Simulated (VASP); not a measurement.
# SrTiO3 (Tausonite) (Pm-3m) in VASP: further runs, part 2 of 2

VASP 6.6.1.

### 4 Relaxation of cell and atoms, PBE

This run uses another cell than the first one, of 12.14 Å³/atom, 0.966 times its volume.

INCAR reads:

```
SYSTEM = SrTiO3
ALGO = Normal ; EDIFF = 1E-7
EDIFFG = -0.005 ; ENCUT = 300
GGA = PE ; IBRION = 2
ISIF = 3 ; ISMEAR = 0
LASPH = .TRUE. ; LCHARG = .FALSE.
LREAL = .FALSE. ; LWAVE = .FALSE.
NELM = 80 ; NSW = 90
PREC = Accurate ; SIGMA = 0.03
```

KPOINTS reads:

```
k-points
0
G
  4 4 4
  0 0 0
```

POSCAR reads:

```
SrTiO3                                  
1.0
    3.9302995581     -0.0000000000      0.0000000000
    0.0000000000      3.9302995581     -0.0000000000
   -0.0000000000     -0.0000000000      3.9302995581
  Sr              Ti              O             
     1     1     3
Direct
     0.5000000000000000    0.5000000000000000    0.5000000000000000
     0.0000000000000000    0.0000000000000000    0.0000000000000000
     0.5000000000000000    0.0000000000000000    0.0000000000000000
     0.0000000000000000    0.5000000000000000    0.0000000000000000
     0.0000000000000000    0.0000000000000000    0.5000000000000000
```

On the command line:

```sh
cat potpaw_PBE.64/Sr_sv/POTCAR potpaw_PBE.64/Ti_sv/POTCAR potpaw_PBE.64/O_s/POTCAR > POTCAR
mpirun -np 1 vasp_std > vasp.out
```

It took 11 s on 1 thread of Intel Xeon 6975P-C (Granite Rapids), shared host; peak memory 0.14 GiB.

The run converged, but some of its settings lie outside the range that counts as converged, so its numbers aren't taken as properties of the crystal.

Results:

* Free energy: -40.0666 eV
* Relaxed volume: 12.16 Å³/atom
* Relaxed cell: a = 3.932 Å, b = 3.932 Å, c = 3.932 Å, α = 90.00°, β = 90.00°, γ = 90.00°
* Space group after relaxing (to 0.05 Å): Pm-3m (No. 221)
* Energy gained by relaxing: 0.0 meV/atom
* Ionic steps: 3
* Band gap on the k mesh: 1.80 eV, indirect (least direct gap 2.17 eV)

Caveat: the cutoff is under 1.25 times the usual one of these potentials, so pressure, stress and relaxed cells hold a basis-set (Pulay) error.

### 5 Relaxation of cell and atoms, PBEsol

This run uses another cell than the first one, of 11.91 Å³/atom, 0.948 times its volume.

INCAR reads:

```
SYSTEM = SrTiO3
PREC = Accurate ; ENCUT = 600
EDIFF = 1E-6 ; ISMEAR = 0
SIGMA = 0.03 ; LREAL = .False.
LASPH = .True. ; NELM = 80
ALGO = Normal ; ISIF = 3
LWAVE = .False. ; LCHARG = .False.
GGA = PS ; IBRION = 2
NSW = 90 ; EDIFFG = -0.01
```

KPOINTS reads:

```
Automatic mesh
0
Gamma
  8 8 8
  0 0 0
```

POSCAR reads:

```
SrTiO3
1.0
    3.9052800000      0.0000000000      0.0000000000
    0.0000000000      3.9052800000      0.0000000000
    0.0000000000      0.0000000000      3.9052800000
Sr Ti O
1 1 3
Direct
    0.5000000000      0.5000000000      0.5000000000
    0.0000000000      0.0000000000      0.0000000000
    0.5000000000      0.0000000000      0.0000000000
    0.0000000000      0.5000000000      0.0000000000
    0.0000000000      0.0000000000      0.5000000000
```

Potentials or basis: VASP PAW PBE potentials, release 64 (Sr_sv, Ti_sv, O).

On the command line:

```sh
cat potpaw_PBE.64/Sr_sv/POTCAR potpaw_PBE.64/Ti_sv/POTCAR potpaw_PBE.64/O/POTCAR > POTCAR
mpirun -np 1 vasp_std > vasp.out
```

Run time: 98 s. Hardware: 1 thread of Intel Xeon Platinum 8259CL at 2.50GHz (Skylake/Cascade Lake), shared host; peak memory 0.23 GiB.

The run converged. Its results:

```
Free energy                            : -42.0233 eV
Relaxed volume                         : 11.82 Å³/atom
Relaxed cell                           : a = 3.895 Å, b = 3.895 Å, c = 3.895 Å, α = 90.00°, β = 90.00°, γ = 90.00°
Space group after relaxing (to 0.05 Å) : Pm-3m (No. 221)
Energy gained by relaxing              : 0.5 meV/atom
Ionic steps                            : 3
Pressure after relaxing                : 0.0 GPa
Band gap on the k mesh                 : 1.82 eV, indirect (least direct gap 2.17 eV)
```

The path:
```
step  energy change (eV)  largest force (eV/Å)  pressure (GPa)  volume (Å³)
   1              0.0000                0.0000           -1.52        59.56
   2              0.0001                0.0000            1.55        58.59
   3             -0.0023                0.0000           -0.01        59.08
```

Final structure:
```yaml
crystal:
  lattice:
    - [3.89475, 0.00000, 0.00000]
    - [0.00000, 3.89475, 0.00000]
    - [0.00000, 0.00000, 3.89475]
  atoms:
    - { symbol: Sr, position: [0.50000, 0.50000, 0.50000] }
    - { symbol: Ti, position: [0.00000, 0.00000, 0.00000] }
    - { symbol: O, position: [0.50000, 0.00000, 0.00000] }
    - { symbol: O, position: [0.00000, 0.50000, 0.00000] }
    - { symbol: O, position: [0.00000, 0.00000, 0.50000] }
```

Levels at points of the mesh, in eV from the valence-band top:
```csv
k point,band 17,band 18,band 19,band 20,band 21,band 22,band 23,band 24
"(0.00, 0.00, 0.00)",-1.20,-0.35,-0.35,-0.35,1.82,1.82,1.82,4.39
"(0.50, 0.00, 0.00)",-2.41,-2.06,-0.74,-0.74,2.00,3.82,3.82,4.41
"(0.50, 0.50, 0.00)",-1.74,-1.60,-1.60,-0.10,3.83,3.83,4.28,5.38
"(0.50, 0.50, 0.50)",-3.80,0.00,0.00,0.00,4.52,4.52,4.52,6.90
```

Caveat: the PAW data sets were made with another functional, which shifts forces and pressure a little. A k mesh can miss the band edges.

### 6 Relaxation of cell and atoms, PBEsol

This run uses another cell than the first one, of 11.82 Å³/atom, 0.940 times its volume.

INCAR reads:

```
SYSTEM = SrTiO3
PREC = Accurate ; ENCUT = 600
EDIFF = 1E-7 ; ISMEAR = 0
SIGMA = 0.03 ; LREAL = .False.
LASPH = .True. ; NELM = 80
ALGO = Normal ; ISIF = 3
LWAVE = .False. ; LCHARG = .False.
GGA = PS ; IBRION = 2
NSW = 90 ; EDIFFG = -0.005
```

KPOINTS is that of step 5.

POSCAR reads:

```
SrTiO3                                  
1.0
    3.8947475962      0.0000000000      0.0000000000
    0.0000000000      3.8947475962     -0.0000000000
    0.0000000000     -0.0000000000      3.8947475962
  Sr              Ti              O             
     1     1     3
Direct
     0.5000000000000000    0.5000000000000000    0.5000000000000000
     0.0000000000000000    0.0000000000000000    0.0000000000000000
     0.5000000000000000    0.0000000000000000    0.0000000000000000
     0.0000000000000000    0.5000000000000000    0.0000000000000000
     0.0000000000000000    0.0000000000000000    0.5000000000000000
```

Potentials or basis: VASP PAW PBE potentials, release 64 (Sr_sv, Ti_sv, O).

On the command line:

```sh
cat potpaw_PBE.64/Sr_sv/POTCAR potpaw_PBE.64/Ti_sv/POTCAR potpaw_PBE.64/O/POTCAR > POTCAR
mpirun -np 1 vasp_std > vasp.out
```

OUTCAR:

```text
SYSTEM = SrTiO3
   PREC = Accurate
   ENCUT = 600
   EDIFF = 1E-7
   ISMEAR = 0
   LREAL = .False.
   LASPH = .True.
   NELM = 80
   ISIF = 3
   GGA = PS
   IBRION = 2
   NSW = 90
   EDIFFG = -0.005

 ion  position               nearest neighbor table
   1  0.500  0.500  0.500-   3 2.75   4 2.75   5 2.75   3 2.75   4 2.75   3 2.75   5 2.75   3 2.75
                             4 2.75   5 2.75   4 2.75   5 2.75   2 3.37   2 3.37   2 3.37   2 3.37
   2  0.000  0.000  0.000-   3 1.95   4 1.95   5 1.95   5 1.95   4 1.95   3 1.95   1 3.37   1 3.37
                             1 3.37   1 3.37   1 3.37   1 3.37   1 3.37   1 3.37
   3  0.500  0.000  0.000-   2 1.95   2 1.95   1 2.75   1 2.75   1 2.75   1 2.75
   4  0.000  0.500  0.000-   2 1.95   2 1.95   1 2.75   1 2.75   1 2.75   1 2.75
   5  0.000  0.000  0.500-   2 1.95   2 1.95   1 2.75   1 2.75   1 2.75   1 2.75

  LATTYP: Found a simple cubic cell.
 ALAT       =     3.8947475962

  Lattice vectors:

 A1 = (   3.8947475962,   0.0000000000,   0.0000000000)
 A2 = (   0.0000000000,   3.8947475962,   0.0000000000)
 A3 = (   0.0000000000,   0.0000000000,   3.8947475962)

Analysis of symmetry for initial positions (statically):
=====================================================================
 Subroutine PRICEL returns:
 Original cell was already a primitive cell.

 Routine SETGRP: Setting up the symmetry group for a
 simple cubic supercell.

 Subroutine GETGRP returns: Found 48 space group operations
 (whereof 48 operations were pure point group operations)
 out of a pool of 48 trial point group operations.

The static configuration has the point symmetry O_h .

Analysis of symmetry for dynamics (positions and initial velocities):
=====================================================================
 Subroutine PRICEL returns:
 Original cell was already a primitive cell.

[... 135 lines left out ...]
  Fermi-wavevector in a.u.,A,eV,Ry     =   1.437525  2.716529 28.116155  2.066479
  Thomas-Fermi vector in A             =   2.556593
   LORBIT       =      0    0 simple, 1 ext, 2 COOP (PROOUT), +10 PAW based schemes
   GGA     = PS    functional components
   LHFCALC =     F    Hartree Fock is set to
   AEXX    =    0.0000 exact exchange contribution
   IVDW    =     0    specifies the selected vdW correction
   LEPSILON=     F    determine dielectric tensor
   LRPA    =     F    only Hartree local field effects (RPA)
 conjugate gradient relaxation of ions
 non-spin polarized calculation
 Gauss-broadening in eV      SIGMA  =   0.03
  energy-cutoff  :      600.00
  volume of cell :       59.08
 maximum number of plane-waves:      2000
 NGX is ok and might be reduce to    32
   NGX = 15   NGY = 15   NGZ = 15

 number of electron      39.9999982 magnetization

 Free energy of the ion-electron system (eV)
  ---------------------------------------------------
  ext. energy  EPLUGINS =         0.00000000
  ---------------------------------------------------
  free energy    TOTEN  =       -42.02217016 eV

  energy without entropy =      -42.02217016  energy(sigma->0) =      -42.02217016

 E-fermi :   4.2730     XC(G=0): -11.5816

 val. band max:        4.0890227463   @ k =   0.5000   0.5000   0.5000
 cond. band min:       5.9044855116   @ k =   0.0000   0.0000   0.0000
 fundamental gap:      1.8154627653
 Fermi energy:         4.2730181495

 k-point     1 :       0.0000    0.0000    0.0000
  band No.  band energies     occupation
      1     -52.0791      2.00000
      2     -28.5312      2.00000
      3     -28.4468      2.00000
      4     -28.4468      2.00000
      5     -28.4468      2.00000
      6     -13.2996      2.00000
[... 637 lines left out ...]
     23       8.2736      0.00000
     24       9.9449      0.00000

 [... further k-points ...]

------------------------ aborting loop because EDIFF is reached ----------------------------------------

  FORCE on cell =-STRESS in cart. coord.  units (eV):
  Direction    XX          YY          ZZ          XY          YZ          ZX
  --------------------------------------------------------------------------------------
  -------------------------------------------------------------------------------------
  Total       -0.0023794     -0.0023794     -0.0023794      0.0000000     -0.0000000      0.0000000
  in kB       -0.0645281     -0.0645281     -0.0645281      0.0000000     -0.0000000      0.0000000
  external PRESSURE =      -0.0645281 kB  Pullay stress =       0.0000000 kB

 VOLUME and BASIS-vectors are now :
 -----------------------------------------------------------------------------
  energy-cutoff  :      600.00
  volume of cell :       59.08
      direct lattice vectors                 reciprocal lattice vectors
     3.894747596  0.000000000  0.000000000     0.256756048  0.000000000  0.000000000
     0.000000000  3.894747596  0.000000000     0.000000000  0.256756048  0.000000000
     0.000000000  0.000000000  3.894747596     0.000000000  0.000000000  0.256756048

 POSITION                                       TOTAL-FORCE (eV/Angst)
 -----------------------------------------------------------------------------------
      1.94737      1.94737      1.94737         0.000000      0.000000      0.000000
      0.00000      0.00000      0.00000         0.000000      0.000000      0.000000
      1.94737      0.00000      0.00000         0.000000      0.000000      0.000000
      0.00000      1.94737      0.00000         0.000000      0.000000      0.000000
      0.00000      0.00000      1.94737         0.000000      0.000000      0.000000
 -----------------------------------------------------------------------------------
    total drift:                                0.000000      0.000000     -0.000000

  FREE ENERGIE OF THE ION-ELECTRON SYSTEM (eV)
  ---------------------------------------------------
  free  energy   TOTEN  =       -42.0221701629 eV

  energy  without entropy=      -42.0221701629  energy(sigma->0) =      -42.02217016

 reached required accuracy - stopping structural energy minimisation
```

OSZICAR:

```text
N       E                     dE             d eps       ncg     rms          rms(c)
DAV:   1     0.471964748458E+03    0.47196E+03   -0.23252E+04  1680   0.201E+03
DAV:   2    -0.559405166646E+01   -0.47756E+03   -0.46885E+03  2048   0.520E+02
DAV:   3    -0.492324424809E+02   -0.43638E+02   -0.42827E+02  2056   0.153E+02
DAV:   4    -0.515728045279E+02   -0.23404E+01   -0.23393E+01  2768   0.310E+01
DAV:   5    -0.516252658520E+02   -0.52461E-01   -0.52458E-01  2264   0.388E+00    0.271E+01
DAV:   6    -0.420749225440E+02    0.95503E+01   -0.61459E+01  2512   0.743E+01    0.169E+01
DAV:   7    -0.420949453729E+02   -0.20023E-01   -0.81638E+00  1952   0.220E+01    0.110E+01
DAV:   8    -0.421584256991E+02   -0.63480E-01   -0.22209E+00  2224   0.163E+01    0.362E+00
DAV:   9    -0.420261622387E+02    0.13226E+00   -0.61012E-01  2024   0.818E+00    0.947E-01
DAV:  10    -0.420308736102E+02   -0.47114E-02   -0.13230E-01  2280   0.259E+00    0.814E-01
DAV:  11    -0.420224941178E+02    0.83795E-02   -0.74134E-02  2432   0.222E+00    0.203E-01
DAV:  12    -0.420221616173E+02    0.33250E-03   -0.35661E-03  2096   0.680E-01    0.638E-02
DAV:  13    -0.420221796381E+02   -0.18021E-04   -0.21628E-04  2424   0.126E-01    0.463E-02
DAV:  14    -0.420221723218E+02    0.73163E-05   -0.96263E-05  2096   0.686E-02    0.139E-02
DAV:  15    -0.420221701369E+02    0.21849E-05   -0.19041E-05  2272   0.434E-02    0.546E-03
DAV:  16    -0.420221706349E+02   -0.49805E-06   -0.24947E-06  2264   0.170E-02    0.613E-03
DAV:  17    -0.420221701542E+02    0.48075E-06   -0.10851E-06  2008   0.153E-02    0.169E-03
DAV:  18    -0.420221701629E+02   -0.87321E-08   -0.88977E-08  1256   0.282E-03
   1 F= -.42022170E+02 E0= -.42022170E+02  d E =-.420222E+02
```

Run time: 48 s. Hardware: 1 thread of Intel Xeon Platinum 8259CL at 2.50GHz (Skylake/Cascade Lake), shared host; peak memory 0.22 GiB.

Results:

```
Free energy             : -42.0222 eV
Pressure after relaxing : 0.0 GPa
Band gap on the k mesh  : 1.82 eV, indirect (least direct gap 2.17 eV)
```

Final structure:
```yaml
crystal:
  lattice:
    - [3.89475, 0.00000, 0.00000]
    - [0.00000, 3.89475, 0.00000]
    - [0.00000, 0.00000, 3.89475]
  atoms:
    - { symbol: Sr, position: [0.50000, 0.50000, 0.50000] }
    - { symbol: Ti, position: [0.00000, 0.00000, 0.00000] }
    - { symbol: O, position: [0.50000, 0.00000, 0.00000] }
    - { symbol: O, position: [0.00000, 0.50000, 0.00000] }
    - { symbol: O, position: [0.00000, 0.00000, 0.50000] }
```

Levels at points of the mesh, in eV from the valence-band top:
```tsv
k point	band 16	band 17	band 18	band 19	band 20	band 21	band 22	band 23	band 24
(0.00, 0.00, 0.00)	-1.20	-1.20	-0.35	-0.35	-0.35	1.82	1.82	1.82	4.39
(0.50, 0.00, 0.00)	-2.41	-2.41	-2.06	-0.74	-0.74	2.00	3.82	3.82	4.41
(0.50, 0.50, 0.00)	-2.94	-1.74	-1.60	-1.60	-0.10	3.83	3.83	4.28	5.38
(0.50, 0.50, 0.50)	-3.80	-3.80	0.00	0.00	0.00	4.52	4.52	4.52	6.89
```

Caveat: the relaxation stopped at its first step, so nothing moved; the PAW data sets were made with another functional, which shifts forces and pressure a little. PBEsol gaps usually lie below the measured ones, often by a third to a half.
